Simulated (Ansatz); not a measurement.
This Ansatz input for AgI was spoiled on purpose:

```yaml
crystal:
  lattice:
    - [4.684939960343, -2.886743976965e-11, 0.0]
    - [-2.342469980147, 4.057277020877, 0.0]
    - [0.0, 0.0, 7.6633544946]
  atoms:
    - { symbol: Ag, position: [0.3333333333333, 0.6666666666667, 9.48701e-05] }
    - { symbol: Ag, position: [0.6666666666667, 0.3333333333333, 0.5000948701] }
    - { symbol: I, position: [0.3333333333333, 0.6666666666667, 0.3749051299] }
    - { symbol: I, position: [0.6666666666667, 0.3333333333333, 0.8749051299] }
basis:
  ecutwfc: 420
  ecutrho_ratio: 4
kpoints:
  mp_grid: { grid: [8, 8, 6] }
hamiltonian:
  xc: pbe
scf:
  max_iter: 75
output:
  forces: true
  stress: true
```

Launched as:
```sh
ansatz run input.yaml --threads 2 --pin off --max-ram 2662MiB --backend cpu --events-out ev --progress --plain --runs-dir out
```

Problem. What is wrong with it?

Solution. No occupation method. Against the sound input: scf.occupations: {"method": "gaussian", "width": 0.05} → null (the cap on iterations is only a precaution).

What the program printed:

```
Error: YAML parse error: `scf.occupations.method` is required: fixed only where the cell keeps a band gap throughout the run, explicit beside scf.occupations.values (under evaluate: without them), else a smearing such as fermi_dirac (scf.occupations.width is optional; its entry in the input reference gives the default)
```

The input was refused before any iteration. Run time: 0.02 s on 2 threads of Arm Neoverse V2, on a shared host, peak memory 0.022 GiB. The run before the change (PBE, 420 eV, 8×8×6 mesh) gave:

| run | P (GPa) | gap on the mesh (eV) | cell moment (μB) | largest force component (eV/Å) |
| --- | --- | --- | --- | --- |
| sound | 0.0 | 1.37 | – | 0.000 |

The chain of runs began from a cell as deposited in COD, expanded in volume.

Of that run: Kohn–Sham gaps of semilocal functionals lie under measured ones, often by a third or more.
